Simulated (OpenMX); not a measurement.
TePb:

```xyz
2
Lattice="0.0000 3.2310 3.2310 3.2310 0.0000 3.2310 3.2310 3.2310 0.0000" Properties=species:S:1:pos:R:3 pbc="T T T"
Pb    0.0106   -0.0407    0.0002
Te    3.2265    3.2207    3.2776
```

The cell isn't the ideal one: atoms moved at random, drawn with an rms of 0.05 Å.

Base run:

```yaml
Program: OpenMX 3.8.5
Functional: PBE
Potentials_or_basis: OpenMX 2013 PBE set, Pb8.0-s3p2d2f1, Te7.0-s3p2d2f1, grid cutoff 260 Ry
k_mesh: 11 × 11 × 11
Occupations: fermi-dirac, width 0.05 eV
Spin: no spin polarisation
```

Its results: band gap on the k mesh 0.82 eV, indirect (least direct gap 0.82 eV); pressure 3.1 GPa; largest force 0.070 eV/Å.

Question: The run is repeated on the same cell with these changes: k mesh from 11 × 11 × 11 to 3 × 3 × 3. What comes out?

Answer: Band gap on the k mesh 1.80 eV, indirect (least direct gap 1.82 eV); pressure 3.1 GPa; largest force 0.026 eV/Å.

Caveats: some runs use coarse meshes; the real-space grid is coarse for these elements, which adds noise of up to some 20 meV/atom to energies and shifts forces, pressures and volumes; spin-orbit coupling is left out, which as a rule narrows the gap of such compounds by several tenths of an eV; an odd mesh through Γ misses points on the zone boundary, where band edges often lie; the basis of atomic orbitals isn't converged, which shifts pressures, moduli and gaps.
